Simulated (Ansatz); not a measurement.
Calculated with Ansatz: BaO, vacancy hop by nudged elastic band

Run with:

```bash
ansatz run input.yaml --threads 4 --pin off --max-ram 8192MiB --backend cpu --events-out ev --progress --plain --runs-dir out
```

The input file (Ansatz 0.2.0, plane waves):

```yaml
crystal:
  lattice:
    - [0.0, 5.557156, 5.557156]
    - [5.557156, 0.0, 5.557156]
    - [5.557156, 5.557156, 0.0]
  atoms:
    - { symbol: Ba, position: [-0.00012699, 1.455e-05, 0.00340716] }
    - { symbol: Ba, position: [0.00235989, -0.00524926, 0.50510646] }
    - { symbol: O, position: [0.25040612, 0.25402409, 0.7459157] }
    - { symbol: Ba, position: [-0.00026961, 0.49982368, -0.00521323] }
    - { symbol: O, position: [0.25418271, 0.747033, 0.25056189] }
    - { symbol: Ba, position: [0.00311199, 0.49954409, 0.49710522] }
    - { symbol: O, position: [0.25780555, 0.74714374, 0.74498851] }
    - { symbol: Ba, position: [0.49555345, 0.00466031, -0.00247262] }
    - { symbol: O, position: [0.74484396, 0.24773008, 0.25283008] }
    - { symbol: Ba, position: [0.49808051, 0.0006197, 0.49989759] }
    - { symbol: O, position: [0.75333083, 0.24626842, 0.74780868] }
    - { symbol: Ba, position: [0.50497598, 0.50316085, -0.0009303] }
    - { symbol: O, position: [0.74858186, 0.74921412, 0.25280717] }
    - { symbol: Ba, position: [0.50011746, 0.49505739, 0.49816974] }
    - { symbol: O, position: [0.74736443, 0.7501039, 0.7535542] }
kpoints:
  mp_grid: { grid: [2, 2, 2] }
magnetization:
  spin_polarized: false
scf:
  occupations: { method: gaussian, width: 0.1 }
hamiltonian:
  pseudopotentials: { kind: paw }
  xc: pbe
basis:
  ecutwfc: 420
neb:
  images: 3
  relax_end_points: true
  climbing: true
  f_tol: 0.1
  max_iterations: 40
  order_check: false
  final_atoms:
    - { symbol: Ba, position: [-0.00012699, 1.455e-05, 0.00340716] }
    - { symbol: Ba, position: [0.00235989, -0.00524926, 0.50510646] }
    - { symbol: O, position: [0.25040612, 0.25402409, 0.7459157] }
    - { symbol: Ba, position: [-0.00026961, 0.49982368, -0.00521323] }
    - { symbol: O, position: [0.25418271, 0.747033, 0.25056189] }
    - { symbol: Ba, position: [0.00311199, 0.49954409, 0.49710522] }
    - { symbol: O, position: [0.25780555, 0.74714374, 0.74498851] }
    - { symbol: Ba, position: [0.49555345, 0.00466031, -0.00247262] }
    - { symbol: O, position: [0.74484396, 0.24773008, 0.25283008] }
    - { symbol: Ba, position: [0.49808051, 0.0006197, 0.49989759] }
    - { symbol: O, position: [0.75333083, 0.24626842, 0.74780868] }
    - { symbol: Ba, position: [0.50497598, 0.50316085, -0.0009303] }
    - { symbol: O, position: [0.25145659, 1.24740247, 0.25246286] }
    - { symbol: Ba, position: [0.50011746, 0.49505739, 0.49816974] }
    - { symbol: O, position: [0.74736443, 0.7501039, 0.7535542] }
```

Origin of the cell: a database entry, scaled a little.

The cell is 2×2×2 cells of BaO with one O taken out; atom 13 (O) hops into the empty site, 3.91 Å away before the end points are relaxed. All atoms were shaken by about 0.02 Å first.

Output (shortened):

```
Warning: neb: disabling space-group detection — the band's intermediate images generally break the endpoint symmetry, so no spatial operation reduces the k-mesh or symmetrises the density, ex […]
Pseudopotentials: kind: paw
Pseudopotential: Ba, paw, valence charge 10, recommended cutoff 420 eV (normal), Ba.paw.azcp
Pseudopotential: O, paw, valence charge 6, recommended cutoff 420 eV (normal), O.paw.azcp
Functional definition: PBE
  exchange = pbe_x(kappa = kappa, mu = beta*pi^2/3)
  correlation = pbe_c(beta = beta)
parallel-image band execution: 3 concurrent image workers
NEB image 0
Crystal: 15 atoms, lattice volume = 343.232 Å³
Basis set: ecut = 420 eV, 6735 PW (Γ), exchange–correlation on 108×108×108 points (8 copies of the dense FFT grid, shifted against one another)
Bands: 76, of which v1, the nominal top of the filled ones, is band 61 counted from 1 (60 counted from 0)
[… 6 lines left out …]
Initial density: superposition of atomic densities (neutral atoms: chi_scale 0, normalization atom), corrected by the library's trained network
Functional: x = pbe(κ = 0.804, μ = 0.219515), c = pbe(β = 0.066725)
SCF iter   1: F=—  HF=-51585.630586 eV  Δρ=3.69e-3  dr2=2.88e-1
SCF iter   2: F=—  HF=-51585.570929 eV  Δρ=2.60e-3  dr2=9.34e-2  defer=2
SCF iter   3: F=—  HF=-51585.544332 eV  Δρ=1.21e-3  dr2=8.01e-3  defer=2
[… 2 lines left out …]
SCF iter   6: F=—  HF=-51585.542502 eV  Δρ=6.32e-5  dr2=1.44e-5  defer=46
SCF iter   7: F=—  HF=-51585.542501 eV  Δρ=9.55e-6  dr2=4.47e-7  defer=46
SCF iter   8: F=-51585.542501 eV  HF=-51585.542501 eV  Δρ=2.61e-6  dr2=2.52e-8
NEB iter   1: max|band force component| = 3.748e0 eV/Å  barrier→ = 3.4780 eV  barrier← = 3.4784 eV  Δτ_max = 0.2000 Å  (50 SCF iters)
NEB iter   2: max|band force component| = 1.508e0 eV/Å  barrier→ = 2.7196 eV  barrier← = 2.7200 eV  Δτ_max = 0.1988 Å  (33 SCF iters)
NEB iter   3: max|band force component| = 3.707e-1 eV/Å  barrier→ = 1.9600 eV  barrier← = 1.9603 eV  CI = image 2  Δτ_max = 0.0712 Å  (37 SCF iters)
NEB iter   4: max|band force component| = 3.087e-1 eV/Å  barrier→ = 1.8153 eV  barrier← = 1.8157 eV  CI = image 2  Δτ_max = 0.0824 Å  (26 SCF iters)
NEB iter   5: max|band force component| = 2.118e-1 eV/Å  barrier→ = 1.7095 eV  barrier← = 1.7099 eV  CI = image 2  Δτ_max = 0.0698 Å  (27 SCF iters)
NEB iter   6: max|band force component| = 1.115e-1 eV/Å  barrier→ = 1.6600 eV  barrier← = 1.6604 eV  CI = image 2  Δτ_max = 0.0213 Å  (26 SCF iters)
NEB iter   7: max|band force component| = 6.086e-2 eV/Å  barrier→ = 1.6486 eV  barrier← = 1.6490 eV  CI = image 2  Δτ_max = 0.0170 Å  (19 SCF iters)
NEB iter   8: max|band force component| = 5.205e-2 eV/Å  barrier→ = 1.6459 eV  barrier← = 1.6463 eV  CI = image 2  Δτ_max = 0.0000 Å  (7 SCF iters)
--- NEB band (5 images, 8 band iterations, 225 SCF iterations, 58 more in tests of the images' electronic states and relaxations of end points) ---
  forward barrier  = 1.645933 eV
  backward barrier = 1.646308 eV
  lagrangian_above_aufbau_ev (what the smearing adds, to first order; not taken off the barriers): saddle image -0.004742 eV, end points -0.022428 and -0.022470 eV
  climbing image's point = of an order that was not read
  energies are F+E_penalty+E_count in eV, relative to image 0
  image     s (Å)  Δ vs image 0  max|band force component| (eV/Å)
      0    0.0000      0.000000                                 —
      1    1.0495      0.707835                          5.017e-2
  *   2    2.0957      1.645933                          1.264e-2
      3    3.1434      0.707101                          5.205e-2
      4    4.1928     -0.000375                                 —
```

The converged band:

| image | path over all atoms (Å) | ΔF (eV) | O x | y | z (Å) |
| --- | --- | --- | --- | --- | --- |
| 0 | 0.00 | 0.000 | 5.55 | 5.56 | 8.34 |
| 1 | 1.05 | 0.708 | 6.21 | 4.90 | 8.34 |
| 2 | 2.10 | 1.646 | 6.94 | 4.17 | 8.34 |
| 3 | 3.14 | 0.707 | 7.67 | 3.44 | 8.34 |
| 4 | 4.19 | 0.000 | 8.33 | 2.78 | 8.34 |

Relaxed start, forces in eV/Å:

```xyz
15
Lattice="0.000 5.557 5.557 5.557 0.000 5.557 5.557 5.557 0.000" Properties=species:S:1:pos:R:3:forces:R:3 pbc="T T T" image=0
Ba   -0.003    0.003   -0.001   -0.006   -0.001    0.008
Ba    2.775    2.786   -0.061   -0.010   -0.013   -0.001
O     5.559    5.560    2.782   -0.011   -0.002   -0.007
Ba    2.771   -0.062    2.780    0.005    0.008   -0.002
O     5.545    2.783    5.558    0.004   -0.003   -0.004
Ba    5.613    2.779    2.779   -0.005    0.006    0.000
O     8.328    5.554    5.557    0.004    0.005   -0.001
Ba   -0.068    2.780    2.780    0.004    0.003   -0.003
O     2.771    5.552    5.553    0.001    0.009    0.007
Ba    2.771    5.619    2.777    0.006    0.001    0.004
O     5.542    8.342    5.554    0.012   -0.009    0.008
Ba    2.774    2.780    5.621   -0.007   -0.004   -0.013
O     5.555    5.561    8.338   -0.002   -0.001   -0.006
Ba    5.547    5.558    5.555    0.008    0.002    0.007
O     8.331    8.335    8.334   -0.003    0.001    0.004
```

Highest image (2), forces in eV/Å:

```xyz
15
Lattice="0.000 5.557 5.557 5.557 0.000 5.557 5.557 5.557 0.000" Properties=species:S:1:pos:R:3:forces:R:3 pbc="T T T" image=2
Ba    0.054   -0.059   -0.237   -0.002    0.001    0.008
Ba    2.712    2.840    0.235    0.002    0.000   -0.005
O     5.601    5.508    2.780   -0.012    0.012    0.002
Ba    2.594   -0.176    2.779   -0.001    0.005    0.000
O     5.517    2.747    5.489    0.005    0.005    0.008
Ba    5.728    2.958    2.778   -0.005    0.001   -0.001
O     8.362    5.592    5.489   -0.005   -0.005    0.008
Ba   -0.245    2.543    2.778   -0.005   -0.011   -0.002
O     2.806    5.593    5.625   -0.005   -0.005   -0.007
Ba    3.010    5.798    2.777    0.010    0.004   -0.004
O     5.516    8.304    5.626    0.005    0.005   -0.007
Ba    2.712    2.841    5.321    0.000   -0.003    0.004
O     6.939    4.170    8.339    0.000    0.001    0.004
Ba    5.610    5.499    5.793    0.001    0.002   -0.009
O     8.278    8.389    8.336    0.012   -0.013    0.002
```

Relaxed end, forces in eV/Å:

```xyz
15
Lattice="0.000 5.557 5.557 5.557 0.000 5.557 5.557 5.557 0.000" Properties=species:S:1:pos:R:3:forces:R:3 pbc="T T T" image=4
Ba   -0.007    0.002    0.062    0.000    0.000    0.000
Ba    2.771    2.781    0.000    0.000    0.000    0.000
O     5.550    5.560    2.779    0.000    0.000    0.000
Ba    2.710    0.002    2.779    0.000    0.000    0.000
O     5.550    2.781    5.557    0.000    0.000    0.000
Ba    5.550    2.842    2.779    0.000    0.000    0.000
O     8.328    5.559    5.557    0.000    0.000    0.000
Ba   -0.007    2.719    2.779    0.000    0.000    0.000
O     2.771    5.560    5.557    0.000    0.000    0.000
Ba    2.833    5.559    2.779    0.000    0.000    0.000
O     5.550    8.338    5.557    0.000    0.000    0.000
Ba    2.771    2.781    5.557    0.000    0.000    0.000
O     8.329    2.781    8.336    0.000    0.000    0.000
Ba    5.550    5.559    5.496    0.000    0.000    0.000
O     8.329    8.338    8.336    0.000    0.000    0.000
```

Barrier of this path: 1.65 eV forwards, 1.65 eV backwards, after 8 band iterations.

Caveats: no spin, though holes on the anions or broken bonds may carry moments; the k mesh is coarse if the cell is a metal; a small cell with a neutral vacancy and no spin, whose shape can make like sites unlike; the cell is held at a rescaled volume, and strain moves barriers; the hop was drawn among near neighbours and need not be the easiest path; few images and a loose tolerance, and neither the top nor the ends were tested for their order.

Time: 74 s on 4 threads of Intel(R) Xeon(R) 6975P-C (Granite Rapids) (shared host), peak memory 1.6 GiB, from the program's own first density.
